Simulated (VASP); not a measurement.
**AgCl (zincblende), LDA relaxation of cell and atoms: Ansatz's output and VASP's**

Start cell

```xyz
2
Lattice="0.0000 3.0294 3.0294 3.0294 0.0000 3.0294 3.0294 3.0294 0.0000" Properties=species:S:1:pos:R:3 pbc="T T T"
Ag    0.0000    0.0000    0.0000
Cl    1.5147    1.5147    1.5147
```

Ansatz printed

```
basis re-selected at this cell: Δ(F+E_penalty+E_count) = +6.492e-4 eV, ΔP = +0.003 GPa vs the last step (what re-selecting the basis moved, of the pressure what is left beyond the Pulay correction that the steps carried, after the strain that the cell walked since its last selection, with what the two solves' SCF thresholds leave and, on support functions, any second-order correction that the steps lacked; it is no measure of the basis error at this ecutwfc). This SCF's stress stands 2.65e-2 GPa from its target on what of the cell is left free (relax.cell.stress_tol is 5.00e-2 GPa) and its largest allowed force component is 2.08e-17 eV/Å (relax.f_tol is 5.00e-3 eV/Å): within both
SCF converged after 6 iterations
Free energy (F): -8502.841361 eV
Harris-Foulkes:  -8502.841361 eV  (|F-HF|=0.00e0)
Internal energy: -8502.841361 eV  (E = F + TS)
E sigma→0 (E₀):  -8502.841361 eV
Fermi energy:    6.819584 eV
--- Per-component energies (eV) ---
  E_band       = -410.977577
  E_kinetic    = 689.873023
  E_local      = -3584.145307  (includes V_loc(G=0)·N_el)
  E_nonlocal   = 120.035953
  E_hartree    = 1566.313637
  E_xc         = -287.773752
  E_vxc        = -353.702680  (∫ρ·V_xc dr)
  E_paw        = -4398.418571  (= ΣΔE_a)
  E_vpaw       = -415.666228  (= ΣTr[D̂ρ^β])
  E_aug_tail   = 0.000364  (compensation charges beyond the density's cutoff)
  E_ewald      = -2609.642006
  E_core_change = 0.915299  (= ΣΔE_core)
  E_smearing   = -0.000000  (= −TS)
  E_closure    = -0.000000  (closes the sum)
  Σ components = -8502.841361   (vs F -8502.841361, Δ=0.00e0)
--- Forces (eV/Å), atoms counted from 1 ---
  atom   1  Ag    -0.00000000     0.00000000     0.00000000
  atom   2  Cl    -0.00000000     0.00000000     0.00000000
  max |Σ_I F_I| component: 1.25e-16 eV/Å
--- Stress (GPa, compression-positive) ---
       -0.026523      -0.000000      -0.000000
       -0.000000      -0.026523       0.000000
       -0.000000       0.000000      -0.026523
  P = ⅓ Tr σ = -0.0265 GPa (-0.265 kbar)
--- Relaxed structure (4 steps of the walk, 4 accepted, 1 SCFs on fresh bases) ---
  F+E_penalty+E_count = -8502.84136103 eV   max|allowed force component| = 2.082e-17 eV/Å   (the final SCF, on the basis selected at the relaxed cell)
  cell:  # Å, volume = 48.1435 Å³
    - [4.076297626316473e-34, 2.887371055549991, 2.887371055549991]
    - [2.887371055549991, 2.420301715625407e-34, 2.887371055549991]
    - [2.887371055549991, 2.887371055549991, -2.675070317270183e-34]
  atoms:
    - { symbol: Ag, position: [-2.1456712511419542e-34, 2.6754666217942883e-34, 3.258241529511856e-34] }
    - { symbol: Cl, position: [0.25, 0.25, 0.25] }
```

Datasets and cutoffs are each program's own. VASP's cell holds 18 valence electrons and Ansatz's 26. LDA means the Perdew–Zunger form with relativistic exchange in VASP and the Perdew–Wang form in Ansatz.

**Question.** What does VASP give for the same cell and level of theory?

**Answer.** relaxed cell vector lengths 4.084, 4.084, 4.084 Å; relaxed cell volume 48.18 Å³.

From OUTCAR

```
k-points           NKPTS =     16   k-points in BZ     NKDIM =     16   number of bands    NBANDS=     16

   NELECT =      18.0000    total number of electrons

   dimension x,y,z NGX =    36 NGY =   36 NGZ =   36
   dimension x,y,z NGXF=    72 NGYF=   72 NGZF=   72

  energy-cutoff  :      600.00
  volume of cell :       48.18
      direct lattice vectors                 reciprocal lattice vectors
     0.000000000  2.888024797  2.888024797    -0.173128707  0.173128707  0.173128707
     2.888024797  0.000000000  2.888024797     0.173128707 -0.173128707  0.173128707
     2.888024797  2.888024797  0.000000000     0.173128707  0.173128707 -0.173128707

 k-points in reciprocal lattice and weights: KPOINTS created by Atomic Simulation Env
   0.00000000  0.00000000  0.00000000       0.005
   0.16666667  0.00000000  0.00000000       0.037
   0.33333333  0.00000000  0.00000000       0.037
   0.50000000  0.00000000  0.00000000       0.019
   0.16666667  0.16666667  0.00000000       0.028
   0.33333333  0.16666667  0.00000000       0.111
   0.50000000  0.16666667  0.00000000       0.111
  -0.33333333  0.16666667  0.00000000       0.111
   ...

 E-fermi :   3.0651

 k-point     1 :       0.0000    0.0000    0.0000
  band No.  band energies     occupation
      1     -12.7436      2.00000
      2      -2.1866      2.00000
      3      -2.1866      2.00000
      4      -2.1866      2.00000
      5       0.0539      2.00000
      6       0.0539      2.00000
      7       2.6594      2.00000
      8       2.6594      2.00000
      9       2.6594      2.00000
     10       3.5050      0.00000
     11      10.4460      0.00000
     12      10.4460      0.00000
     13      10.4460      0.00000
     14      15.3431      0.00000
     15      15.3431      0.00000
     16      15.6212      0.00000

 k-point     2 :       0.1667    0.0000    0.0000
  band No.  band energies     occupation
      1     -12.6806      2.00000
      2      -2.2783      2.00000
      3      -2.1256      2.00000
      4      -2.1256      2.00000
      5       0.0451      2.00000
      6       0.0451      2.00000
      7       1.8791      2.00000
      8       2.4998      2.00000
      9       2.4998      2.00000
     10       4.4373      0.00000
     11       9.7070      0.00000
     12      10.7110      0.00000
     13      10.7110      0.00000
     14      14.5055      0.00000
     15      14.5055      0.00000
     16      15.4701      0.00000

 k-point     3 :       0.3333    0.0000    0.0000
  band No.  band energies     occupation
      1     -12.5518      2.00000
      2      -2.3481      2.00000
      3      -2.0111      2.00000
      4      -2.0111      2.00000
      5       0.0814      2.00000
      6       0.0814      2.00000
      7       0.8030      2.00000
      8       2.1442      2.00000
      9       2.1442      2.00000
     10       5.6969      0.00000
     11       9.1045      0.00000
     12      10.9221      0.00000
     13      10.9221      0.00000
     14      14.6198      0.00000
     15      14.7878      0.00000
     16      14.7878      0.00000

 k-point     4 :       0.5000    0.0000    0.0000
  band No.  band energies     occupation
      1     -12.4862      2.00000
      2      -2.3104      2.00000
      3      -1.9596      2.00000
      4      -1.9596      2.00000
      5       0.1397      2.00000
      6       0.1397      2.00000
      7       0.2666      2.00000
      8       1.9360      2.00000
      9       1.9360      2.00000
     10       6.1540      0.00000
     11       9.2427      0.00000
     12      10.8626      0.00000
     13      10.8626      0.00000
     14      14.4523      0.00000
     15      16.0935      0.00000
     16      16.0935      0.00000

 k-point     5 :       0.1667    0.1667    0.0000
  band No.  band energies     occupation
      1     -12.6598      2.00000
      2      -2.3554      2.00000
      3      -2.0733      2.00000
      4      -2.0733      2.00000
      5      -0.0305      2.00000
      6       0.1039      2.00000
      7       2.0165      2.00000
      8       2.2563      2.00000
      9       2.2563      2.00000
     10       4.7270      0.00000
     11       9.4234      0.00000
     12      10.9179      0.00000
     13      10.9179      0.00000
     14      12.9499      0.00000
     15      15.3565      0.00000
     16      17.5083      0.00000

 k-point     6 :       0.3333    0.1667    0.0000
  band No.  band energies     occupation
      1     -12.5532      2.00000
      2      -2.4190      2.00000
      3      -1.9729      2.00000
      4      -1.9443      2.00000
      5      -0.0404      2.00000
      6       0.1484      2.00000
      7       1.1316      2.00000
      8       1.8737      2.00000
      9       1.9879      2.00000
     10       5.8974      0.00000
     11       8.9316      0.00000
     12      10.6288      0.00000
     13      11.3311      0.00000
     14      13.1049      0.00000
     15      15.4018      0.00000
     16      16.6706      0.00000

 ...

  Total       -0.0049832     -0.0049832     -0.0049832     -0.0000000     -0.0000000      0.0000000
  in kB       -0.1657243     -0.1657243     -0.1657243     -0.0000000     -0.0000000      0.0000000
  external PRESSURE =      -0.1657243 kB  Pullay stress =       0.0000000 kB

 POSITION                                       TOTAL-FORCE (eV/Angst)
 -----------------------------------------------------------------------------------
      0.00000      0.00000      0.00000         0.000000      0.000000     -0.000000
      1.44401      1.44401      1.44401        -0.000000     -0.000000      0.000000
 -----------------------------------------------------------------------------------
    total drift:                               -0.000000     -0.000000     -0.000000

  FREE ENERGIE OF THE ION-ELECTRON SYSTEM (eV)
  ---------------------------------------------------
  free  energy   TOTEN  =        -6.7055012280 eV

  energy  without entropy=       -6.7055012279  energy(sigma->0) =       -6.70550123
```
